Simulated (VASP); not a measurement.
**Input and output of a VASP PBE single-point calculation on PbO2 (rutile)**

INCAR

```
NELM = 120
GGA = PE
ISMEAR = -1
LWAVE = .FALSE.
EDIFF = 1E-7
PREC = Accurate
ENCUT = 520
NBANDS = 35
IBRION = -1
ISIF = 2
SIGMA = 0.02
NSW = 0
LASPH = .TRUE.
LCHARG = .FALSE.
LREAL = .FALSE.
```

KPOINTS

```
KPOINTS created by Atomic Simulation Environment
0
Gamma
6 6 8
0 0 0
```

KPOINTS_OPT

```
special points
8
Reciprocal
0.0000000000 0.0000000000 0.0000000000 1
0.0000000000 0.5000000000 0.0000000000 1
0.5000000000 0.5000000000 0.0000000000 1
0.0000000000 0.0000000000 0.5000000000 1
0.0000000000 0.5000000000 0.5000000000 1
0.5000000000 0.5000000000 0.5000000000 1
-0.0422360000 -0.0422360000 0.0937500000 1
-0.1053870000 -0.1053870000 -0.0163570000 1
```

POSCAR

```
Pb O
 1.0000000000000000
     4.9838460810531284    0.0000000000000000   -0.0000000000000000
     0.0000000000000000    4.9838460810531284   -0.0000000000000000
    -0.0000000000000000   -0.0000000000000000    3.4076223030747754
 Pb  O
   2   4
Cartesian
 -0.0000000000000000  0.0000000000000000  0.0000000000000000
  2.4919230405265642  2.4919230405265642  1.7038111515373875
  1.5311013760609431  1.5311013760609431  0.0000000000000000
  0.9608216644656212  4.0230244165875062  1.7038111515373875
  4.0230244165875062  0.9608216644656212  1.7038111515373875
  3.4527447049921860  3.4527447049921860  0.0000000000000000
```

VASP ran with the recommended PBE PAW datasets (52 valence electrons in the cell).

Command

```
mpirun -np 1 vasp_std
```

OSZICAR

```
N       E                     dE             d eps       ncg     rms          rms(c)
DAV:   1     0.679349413243E+03    0.67935E+03   -0.25824E+04  3500   0.181E+03
DAV:   2     0.553494624091E+02   -0.62400E+03   -0.59305E+03  3792   0.495E+02
DAV:   3    -0.329437236405E+02   -0.88293E+02   -0.85622E+02  4145   0.205E+02
DAV:   4    -0.373957397979E+02   -0.44520E+01   -0.44103E+01  4440   0.482E+01
DAV:   5    -0.375548381927E+02   -0.15910E+00   -0.15880E+00  4599   0.939E+00    0.141E+01
DAV:   6    -0.317767542563E+02    0.57781E+01   -0.17775E+01  5284   0.511E+01    0.447E+00
DAV:   7    -0.318108501035E+02   -0.34096E-01   -0.16980E+00  3978   0.946E+00    0.278E+00
DAV:   8    -0.318046031944E+02    0.62469E-02   -0.37164E-01  5460   0.594E+00    0.117E+00
DAV:   9    -0.317772670261E+02    0.27336E-01   -0.78108E-02  5416   0.377E+00    0.125E-01
DAV:  10    -0.317789511840E+02   -0.16842E-02   -0.10734E-02  3834   0.556E-01    0.135E-01
DAV:  11    -0.317788964239E+02    0.54760E-04   -0.36198E-04  5523   0.215E-01    0.480E-02
DAV:  12    -0.317788844838E+02    0.11940E-04   -0.68167E-05  4465   0.533E-02    0.136E-02
DAV:  13    -0.317788824861E+02    0.19977E-05   -0.99870E-06  5566   0.351E-02    0.263E-03
DAV:  14    -0.317788825856E+02   -0.99529E-07   -0.12528E-06  5178   0.992E-03    0.201E-03
DAV:  15    -0.317788826800E+02   -0.94380E-07   -0.40376E-08  2455   0.158E-03
   1 F= -.31778883E+02 E0= -.31778701E+02  d E =-.364101E-03
       N       E                     dE             ncg
DAV:   1     0.713109496265E+04   -0.45328E+04      560
DAV:   2     0.227386193856E+04   -0.48572E+04      587
DAV:   3     0.154781583216E+04   -0.72605E+03      694
DAV:   4     0.150921414401E+04   -0.38602E+02      672
DAV:   5     0.150772625443E+04   -0.14879E+01      781
DAV:   6     0.150767968060E+04   -0.46574E-01      753
DAV:   7     0.150767879487E+04   -0.88572E-03      797
DAV:   8     0.150767878605E+04   -0.88229E-05      748
DAV:   9     0.150767878592E+04   -0.12598E-06      551
DAV:  10     0.150767878591E+04   -0.12645E-07      493
```

From OUTCAR

```
k-points           NKPTS =     50   k-points in BZ     NKDIM =     50   number of bands    NBANDS=     35

   NELECT =      52.0000    total number of electrons

   dimension x,y,z NGX =    40 NGY =   40 NGZ =   28
   dimension x,y,z NGXF=    80 NGYF=   80 NGZF=   56

  energy-cutoff  :      520.00
  volume of cell :       84.64
      direct lattice vectors                 reciprocal lattice vectors
     4.983846081  0.000000000  0.000000000     0.200648251  0.000000000  0.000000000
     0.000000000  4.983846081  0.000000000     0.000000000  0.200648251  0.000000000
     0.000000000  0.000000000  3.407622303     0.000000000  0.000000000  0.293459753

 k-points in reciprocal lattice and weights: KPOINTS created by Atomic Simulation Env
   0.00000000  0.00000000  0.00000000       0.003
   0.16666667  0.00000000  0.00000000       0.014
   0.33333333  0.00000000  0.00000000       0.014
   0.50000000  0.00000000  0.00000000       0.007
   0.16666667  0.16666667  0.00000000       0.014
   0.33333333  0.16666667  0.00000000       0.028
   0.50000000  0.16666667  0.00000000       0.014
   0.33333333  0.33333333  0.00000000       0.014
   ...

 E-fermi :   4.2741

 k-point     1 :       0.0000    0.0000    0.0000
  band No.  band energies     occupation
      1     -14.0242      2.00000
      2     -13.9216      2.00000
      3     -12.2674      2.00000
      4     -12.2674      2.00000
      5     -11.2974      2.00000
      6     -11.0987      2.00000
      7     -11.0610      2.00000
      8     -11.0610      2.00000
      9     -10.8906      2.00000
     10     -10.7800      2.00000
     11     -10.7428      2.00000
     12     -10.7091      2.00000
     13     -10.7091      2.00000
     14      -8.6251      2.00000
     15      -3.8127      2.00000
     16       0.9045      2.00000
     17       0.9655      2.00000
     18       0.9655      2.00000
     19       2.1903      2.00000
     20       2.3471      2.00000
     21       2.4949      2.00000
     22       3.6073      2.00000
     23       3.6461      2.00000
     24       3.6461      2.00000
     25       3.6533      2.00000
     26       3.6533      2.00000
     27       4.3292      0.11945
     28       8.5239      0.00000
     29      10.1480      0.00000
     30      10.1480      0.00000
     31      13.9539      0.00000
     32      14.1855      0.00000
     33      15.3385      0.00000
     34      15.3385      0.00000
     35      16.1406      0.00000

 k-point     2 :       0.1667    0.0000    0.0000
  band No.  band energies     occupation
      1     -13.9521      2.00000
      2     -13.8751      2.00000
      3     -12.5185      2.00000
      4     -12.4205      2.00000
      5     -11.0573      2.00000
      6     -11.0571      2.00000
      7     -11.0547      2.00000
      8     -11.0378      2.00000
      9     -10.8783      2.00000
     10     -10.7512      2.00000
     11     -10.7140      2.00000
     12     -10.7137      2.00000
     13     -10.7105      2.00000
     14      -8.7356      2.00000
     15      -3.6406      2.00000
     16       0.1581      2.00000
     17       1.0032      2.00000
     18       1.0988      2.00000
     19       2.2705      2.00000
     20       2.3856      2.00000
     21       2.5491      2.00000
     22       3.4109      2.00000
     23       3.6293      2.00000
     24       3.6392      2.00000
     25       3.6844      2.00000
     26       4.2006      1.95069
     27       4.3265      0.13601
     28       8.3037      0.00000
     29      10.2586      0.00000
     30      10.3064      0.00000
     31      13.9523      0.00000
     32      14.4205      0.00000
     33      15.0847      0.00000
     34      15.6909      0.00000
     35      16.1451      0.00000

 k-point     3 :       0.3333    0.0000    0.0000
  band No.  band energies     occupation
      1     -13.7655      2.00000
      2     -13.7482      2.00000
      3     -12.8855      2.00000
      4     -12.7565      2.00000
      5     -11.0494      2.00000
      6     -11.0490      2.00000
      7     -10.9802      2.00000
      8     -10.9086      2.00000
      9     -10.8465      2.00000
     10     -10.7741      2.00000
     11     -10.7240      2.00000
     12     -10.7235      2.00000
     13     -10.2383      2.00000
     14      -9.0763      2.00000
     15      -3.1060      2.00000
     16      -1.0864      2.00000
     17       1.2794      2.00000
     18       1.4313      2.00000
     19       2.0818      2.00000
     20       2.2729      2.00000
     21       2.5232      2.00000
     22       3.2938      2.00000
     23       3.6069      2.00000
     24       3.6224      2.00000
     25       3.7652      2.00000
     26       4.0120      2.00000
     27       5.4787      0.00000
     28       7.6750      0.00000
     29      10.5468      0.00000
     30      10.6226      0.00000
     31      13.9473      0.00000
     32      14.5336      0.00000
     33      15.0641      0.00000
     34      16.2439      0.00000
     35      16.3487      0.00000

 k-point     4 :       0.5000    0.0000    0.0000
  band No.  band energies     occupation
      1     -13.6355      2.00000
      2     -13.6355      2.00000
      3     -13.0198      2.00000
      4     -13.0198      2.00000
      5     -11.0451      2.00000
      6     -11.0451      2.00000
      7     -10.9266      2.00000
      8     -10.9266      2.00000
      9     -10.8080      2.00000
     10     -10.8080      2.00000
     11     -10.7289      2.00000
     12     -10.7289      2.00000
     13      -9.6134      2.00000
     14      -9.6134      2.00000
     15      -2.2249      2.00000
     16      -2.2249      2.00000
     17       1.6723      2.00000
     18       1.6723      2.00000
     19       1.8459      2.00000
     20       1.8459      2.00000
     21       2.9228      2.00000
     22       2.9228      2.00000
     23       3.6066      2.00000
     24       3.6066      2.00000
     25       3.8715      2.00000
     26       3.8715      2.00000
     27       6.6918      0.00000
     28       6.6918      0.00000
     29      10.7589      0.00000
     30      10.7589      0.00000
     31      14.0834      0.00000
     32      14.0834      0.00000
     33      15.9641      0.00000
     34      15.9653      0.00000
     35      16.4608      0.00000

 k-point     5 :       0.1667    0.1667    0.0000
  band No.  band energies     occupation
      1     -13.9638      2.00000
      2     -13.7634      2.00000
      3     -12.8216      2.00000
      4     -12.2868      2.00000
      5     -11.1305      2.00000
      6     -11.0622      2.00000
      7     -11.0486      2.00000
      8     -10.9262      2.00000
      9     -10.8676      2.00000
     10     -10.7576      2.00000
     11     -10.7240      2.00000
     12     -10.7086      2.00000
     13     -10.6024      2.00000
     14      -8.8566      2.00000
     15      -3.4540      2.00000
     16      -0.1080      2.00000
     17       0.9926      2.00000
     18       1.0900      2.00000
     19       2.2906      2.00000
     20       2.3296      2.00000
     21       2.4593      2.00000
     22       3.3878      2.00000
     23       3.6182      2.00000
     24       3.6322      2.00000
     25       3.6705      2.00000
     26       4.1416      1.99736
     27       4.7934      0.00000
     28       8.1240      0.00000
     29      10.3821      0.00000
     30      10.4460      0.00000
     31      13.8711      0.00000
     32      14.6232      0.00000
     33      15.1214      0.00000
     34      15.6670      0.00000
     35      16.1447      0.00000

 k-point     6 :       0.3333    0.1667    0.0000
  band No.  band energies     occupation
      1     -13.8928      2.00000
      2     -13.6360      2.00000
      3     -13.0285      2.00000
      4     -12.4854      2.00000
      5     -11.0591      2.00000
      6     -11.0451      2.00000
      7     -11.0425      2.00000
      8     -10.9107      2.00000
      9     -10.8401      2.00000
     10     -10.7772      2.00000
     11     -10.7288      2.00000
     12     -10.7130      2.00000
     13     -10.2435      2.00000
     14      -9.2097      2.00000
     15      -2.8986      2.00000
     16      -1.0062      2.00000
     17       1.2446      2.00000
     18       1.3319      2.00000
     19       2.0283      2.00000
     20       2.1261      2.00000
     21       2.5279      2.00000
     22       3.2223      2.00000
     23       3.6022      2.00000
     24       3.6167      2.00000
     25       3.7256      2.00000
     26       3.9642      2.00000
     27       5.7866      0.00000
     28       7.6148      0.00000
     29      10.6604      0.00000
     30      10.7173      0.00000
     31      13.8563      0.00000
     32      14.6574      0.00000
     33      15.1801      0.00000
     34      16.0664      0.00000
     35      16.2272      0.00000

 ...

  Total        3.2555896      3.2555896      3.9086108      0.0000000      0.0000000      0.0000000
  in kB       61.6253708     61.6253708     73.9864707      0.0000000      0.0000000      0.0000000
  external PRESSURE =      65.7457374 kB  Pullay stress =       0.0000000 kB

 POSITION                                       TOTAL-FORCE (eV/Angst)
 -----------------------------------------------------------------------------------
      0.00000      0.00000      0.00000         0.000000      0.000000     -0.000000
      2.49192      2.49192      1.70381         0.000000      0.000000     -0.000000
      1.53110      1.53110      0.00000        -0.021373     -0.021373     -0.000000
      0.96082      4.02302      1.70381         0.021373     -0.021373     -0.000000
      4.02302      0.96082      1.70381        -0.021373      0.021373      0.000000
      3.45274      3.45274      0.00000         0.021373      0.021373      0.000000
 -----------------------------------------------------------------------------------
    total drift:                                0.000000     -0.000000     -0.000000

  FREE ENERGIE OF THE ION-ELECTRON SYSTEM (eV)
  ---------------------------------------------------
  free  energy   TOTEN  =       -31.7788826800 eV

  energy  without entropy=      -31.7785185790  energy(sigma->0) =      -31.77870063
```

The gap between bands v and c is 0.00 eV and the least direct gap is 0.01 eV. The pressure is 6.6 GPa and the largest force is 0.03 eV/Å.

Band v is the last that the valence electrons fill when counted band by band, and c is the next.

The run took about 2.2 min on one core of a shared host (Intel Xeon Platinum 8488C) and held 0.33 GiB at most.
